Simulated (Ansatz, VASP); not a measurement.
# Nb: VASP beside Ansatz

```
CELL_PARAMETERS angstrom
-1.46901 1.46901 1.46901
1.46901 -1.46901 1.46901
1.46901 1.46901 -1.46901
ATOMIC_POSITIONS crystal
Nb 0.00000 0.00000 0.00000
```

Change from the starting cell: volume scaled by 0.7, LAPW.

Alike in both runs: task single point; functional PBE; k mesh 16 × 16 × 16; occupations fermi-dirac, width 0.05 eV; no spin polarisation.

|  | VASP | Ansatz |
| --- | --- | --- |
| version | VASP 6.6.1 | Ansatz 0.2.0 |
| potentials or method | VASP PAW PBE potentials, release 64 (Nb_sv), cutoff 520 eV | all-electron LAPW, scalar-relativistic |

VASP gave:

- pressure (GPa): 114.8

Estimate Ansatz's values.

pressure (GPa): 114.9.

Ansatz ran all-electron here, so the differences hold the error of VASP's frozen core and of both bases.

Caveats: the cell as given lies far from equilibrium; so large a pressure means that the cell lies far from this level's equilibrium, or that cutoff or potentials fall short (VASP).
